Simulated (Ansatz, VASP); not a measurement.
# Cross-check of Au (dimer Au chain) between VASP and Ansatz, part 2 of 2

Aim: how closely do two programs agree when they are given the same cell, functional and k mesh? The structure shown is the start of the Ansatz relaxation below; VASP solves that cell, so the two are compared at the walk's first step.

VASP 6.6.1 and Ansatz 0.2.0.

So far: Set-up; Ansatz: relaxation, PBE.

## (3) VASP: single point, PBE, start cell

Level of this step: PBE, zero-moment start; plane waves and PAW (Au) (VASP).

The same cell, functional, mesh and smearing now go to VASP, with its own data sets.

Lines of VASP's logs that name or quote its potential files are left out, and so is its time.

The input, INCAR:

```
SYSTEM = Au
PREC = Accurate
ENCUT = 400
EDIFF = 1E-06
NELM = 200
ISMEAR = -1
SIGMA = 0.05
LREAL = .FALSE.
ALGO = Normal
GGA = PE
NBANDS = 18
ISPIN = 2
MAGMOM = 0 0
LASPH = .TRUE.
LMAXMIX = 4
LORBIT = 11
LWAVE = .FALSE.
LCHARG = .FALSE.
ISIF = 2
GGA_COMPAT = .FALSE.
```

The input, POSCAR:

```
Au
1.0
    7.5000000000      0.0000000000      0.0000000000
    0.0000000000      7.5000000000      0.0000000000
    0.0000000000      0.0000000000      5.1680000000
Au
2
Direct
    0.5000000000      0.5000000000      0.0000000000
    0.5000000000      0.5000000000      0.4500000000
```

The input, KPOINTS:

```
Automatic mesh
0
Gamma
1 1 16
0 0 0
```

Potentials, in the order of the species: Au (PBE family, release 64).

The run is started by

```bash
mpirun -np 1 vasp_std
```

Numbers of over 12 decimals in the logs are rounded to 6 here.

The log of the run:

```text
[banner, memory and clock lines left out]
running    1 mpi-ranks, on    1 nodes
 distrk:  each k-point on    1 cores,    1 groups
 distr:  one band on    1 cores,    1 groups

 POSCAR found type information on POSCAR Au
 POSCAR found :  1 types and       2 ions
 LDA part: xc-table for (Slater+PW92), standard interpolation
 POSCAR, INCAR and KPOINTS ok, starting setup
 FFT: planning ... GRIDC
 FFT: planning ... GRID_SOFT
 FFT: planning ... GRID
 WAVECAR not read
 entering main loop
       N       E                     dE             d eps       ncg     rms          rms(c)
DAV:   1     0.131922644383E+03    0.13192E+03   -0.62716E+03   648   0.720E+02
DAV:   2     0.563737760099E+01   -0.12629E+03   -0.11404E+03   996   0.136E+02
DAV:   3    -0.324187577366E+01   -0.88793E+01   -0.86754E+01   700   0.455E+01
DAV:   4    -0.332294625011E+01   -0.81070E-01   -0.80842E-01   754   0.477E+00
DAV:   5    -0.332438897228E+01   -0.14427E-02   -0.14426E-02   728   0.676E-01    0.751E+00
DAV:   6    -0.304226589629E+01    0.28212E+00   -0.11885E+00   656   0.655E+00    0.584E+00
DAV:   7    -0.302748107309E+01    0.14785E-01   -0.70448E-02   664   0.162E+00    0.297E+00
DAV:   8    -0.302457754354E+01    0.29035E-02   -0.16309E-02   670   0.698E-01    0.480E-01
DAV:   9    -0.302421534874E+01    0.36219E-03   -0.30465E-03   656   0.360E-01    0.712E-02
DAV:  10    -0.302432160274E+01   -0.10625E-03   -0.17144E-04   664   0.843E-02    0.183E-02
DAV:  11    -0.302438848264E+01   -0.66880E-04   -0.10929E-05   664   0.182E-02    0.498E-03
DAV:  12    -0.302446219902E+01   -0.73716E-04   -0.72937E-06   640   0.886E-03    0.405E-03
DAV:  13    -0.302452763082E+01   -0.65432E-04   -0.11202E-05   640   0.880E-03    0.201E-03
DAV:  14    -0.302455100958E+01   -0.23379E-04   -0.40367E-06   634   0.454E-03    0.136E-03
DAV:  15    -0.302455459968E+01   -0.35901E-05   -0.66233E-07   630   0.235E-03    0.350E-04
DAV:  16    -0.302455473427E+01   -0.13459E-06   -0.24661E-08   502   0.105E-03
   1 F= -.30245547E+01 E0= -.30087794E+01  d E =-.315506E-01  mag=     0.0000
```

Parts of OUTCAR (step 3):

```text
ion  position               nearest neighbor table
   1  0.500  0.500  0.000-   2 2.33   2 2.84
   2  0.500  0.500  0.450-   1 2.33   1 2.84

  LATTYP: Found a simple tetragonal cell.
 ALAT       =     7.5000000000
 C/A-ratio  =     0.6890666667

 Subroutine GETGRP returns: Found 16 space group operations
 (whereof  8 operations were pure point group operations)

The static configuration has the point symmetry C_4v.
 The point group associated with its full space group is D_4h.

 Found      9 irreducible k-points:

   k-points           NKPTS =      9   k-points in BZ     NKDIM =      9   number of bands    NBANDS=     18

   dimension x,y,z NGX =    50 NGY =   50 NGZ =   36
   dimension x,y,z NGXF=   100 NGYF=  100 NGZF=   72

   ENCUT  =  400.0 eV  29.40 Ry    5.42 a.u.  12.23 12.23  8.43*2*pi/ulx,y,z

   NELECT =      22.0000    total number of electrons

 k-points in reciprocal lattice and weights: Automatic mesh
   0.00000000  0.00000000  0.00000000       0.062
   0.00000000  0.00000000  0.06250000       0.125
   0.00000000  0.00000000  0.12500000       0.125
   0.00000000  0.00000000  0.18750000       0.125
   0.00000000  0.00000000  0.25000000       0.125
   0.00000000  0.00000000  0.31250000       0.125
   0.00000000  0.00000000  0.37500000       0.125
   0.00000000  0.00000000  0.43750000       0.125
   0.00000000  0.00000000  0.50000000       0.062

 average (electrostatic) potential at core
       1 -75.8743       2 -75.8743

 E-fermi :  -4.6396

 spin component 1
 k-point     1 :       0.0000    0.0000    0.0000
  band No.  band energies     occupation
    ...
      7      -5.5891      1.00000
      8      -5.5883      1.00000
      9      -4.8320      0.97911
     10      -4.6865      0.71865
     11      -4.6865      0.71865
     12      -0.4608      0.00000
     13      -0.4608      0.00000
     14       0.1035      0.00000
     15       1.1613      0.00000
     16       1.7496      0.00000
    ...

 k-point     2 :       0.0000    0.0000    0.0625
  band No.  band energies     occupation
    ...
      7      -5.5940      1.00000
      8      -5.5932      1.00000
      9      -4.8512      0.98569
     10      -4.7264      0.85032
     11      -4.7264      0.85032
     12      -0.4160      0.00000
     13      -0.4160      0.00000
     14      -0.3647      0.00000
     15       1.1787      0.00000
     16       2.2414      0.00000
    ...

 k-point     3 :       0.0000    0.0000    0.1250
  band No.  band energies     occupation
    ...
      7      -5.6083      1.00000
      8      -5.6074      1.00000
      9      -4.9087      0.99542
     10      -4.8397      0.98204
     11      -4.8397      0.98204
     12      -1.2001      0.00000
     13      -0.2867      0.00000
     14      -0.2867      0.00000
     15       1.2406      0.00000
     16       2.6377      0.00000
    ...

 k-point     4 :       0.0000    0.0000    0.1875
  band No.  band energies     occupation
    ...
      7      -5.6307      1.00000
      8      -5.6297      1.00000
      9      -5.0088      0.99938
     10      -5.0088      0.99938
     11      -5.0038      0.99931
     12      -2.0668      0.00000
     13      -0.0858      0.00000
     14      -0.0858      0.00000
     15       1.3458      0.00000
     16       2.7422      0.00000
    ...

 k-point     5 :       0.0000    0.0000    0.2500
  band No.  band energies     occupation
    ...
      7      -5.6593      1.00000
      8      -5.6582      1.00000
      9      -5.2113      0.99999
     10      -5.2113      0.99999
     11      -5.1348      0.99995
     12      -2.8859      0.00000
     13       0.1715      0.00000
     14       0.1715      0.00000
     15       1.4934      0.00000
     16       2.8885      0.00000
    ...

 k-point     6 :       0.0000    0.0000    0.3125
  band No.  band energies     occupation
    ...
      7      -5.6910      1.00000
      8      -5.6896      1.00000
      9      -5.4224      1.00000
     10      -5.4224      1.00000
     11      -5.2876      1.00000
     12      -3.6092      0.00000
     13       0.4715      0.00000
     14       0.4715      0.00000
     15       1.6834      0.00000
     16       3.0491      0.00000
    ...

  Total       -0.1836944     -0.1836944      6.1549917      0.0000000     -0.0000000      0.0000000
  in kB       -1.0124220     -1.0124220     33.9229041      0.0000000     -0.0000000      0.0000000
  external PRESSURE =      10.6326867 kB  Pullay stress =       0.0000000 kB

  energy-cutoff  :      400.00
  volume of cell :      290.70
      direct lattice vectors                 reciprocal lattice vectors
     7.500000000  0.000000000  0.000000000     0.133333333  0.000000000  0.000000000
     0.000000000  7.500000000  0.000000000     0.000000000  0.133333333  0.000000000
     0.000000000  0.000000000  5.168000000     0.000000000  0.000000000  0.193498452

 POSITION                                       TOTAL-FORCE (eV/Angst)
 -----------------------------------------------------------------------------------
      3.75000      3.75000      0.00000         0.000000     -0.000000     -4.365534
      3.75000      3.75000      2.32560         0.000000      0.000000      4.365534
 -----------------------------------------------------------------------------------
    total drift:                               -0.000000     -0.000000     -0.000001

  FREE ENERGIE OF THE ION-ELECTRON SYSTEM (eV)
  ---------------------------------------------------
  free  energy   TOTEN  =        -3.0245547343 eV

  energy  without entropy=       -2.9930041624  energy(sigma->0) =       -3.00877945

 total charge
# of ion       s       p       d       tot
------------------------------------------
    1        0.644   0.115   8.886   9.646
    2        0.644   0.115   8.886   9.646
--------------------------------------------------
tot          1.289   0.231  17.773  19.292

 magnetization (x)
# of ion       s       p       d       tot
------------------------------------------
    1        0.000   0.000   0.000   0.000
    2        0.000   0.000   0.000   0.000
--------------------------------------------------
tot          0.000   0.000   0.000   0.000

[... 5 further parts left out ...]
```

## (4) Differences

Known differences besides the potentials themselves: the data sets hold 38 valence electrons in Ansatz (on its default PAW (the set named soft_2) files) and 22 in VASP; the cutoff is 420 eV in Ansatz and 400 eV in VASP. Total energies have different zeros and are not compared.

Forces (eV/Å; atoms numbered as in POSCAR):

| atom | Ansatz x, y, z | VASP x, y, z |
| --- | --- | --- |
| Au1 | 0.000, 0.000, -4.394 | 0.000, 0.000, -4.366 |
| Au2 | 0.000, 0.000, 4.394 | 0.000, 0.000, 4.366 |

The forces differ by 16 meV/Å r.m.s., which is 0.6 % of the r.m.s. force of 2.520 eV/Å (both taken over all components). Moments aren't recorded for both runs of this pair, so they may hold unlike magnetic states.

## (5) Summary of results

* r.m.s. force difference (single point, PBE, start cell): 0.65 % of the r.m.s. force

In words: The r.m.s. force difference is 0.65 % of the r.m.s. force (single point, PBE, start cell), within the 3 % picked in this series as the mark of a large difference. The data sets hold unlike numbers of valence electrons (38 in Ansatz and 22 in VASP), so part of the differences comes from the potentials. 1 further run of this series is not shown here. Such differences can come from data sets, numerical settings and the points named under the comparisons, not from the functional's error against experiment.

[Lines on the potential files, build, host, timing and source positions are cut from VASP's logs without a mark.]

[Logs are printed without paths, hosts, clocks, repeated set-up lines and the standing remarks that a program may print on its own settings, such as how far it seeks lower states.]

[Hosts, paths, dates, database ids (printed as entryN), source tags and the programs' standing remarks are cut or masked in the printed files.]
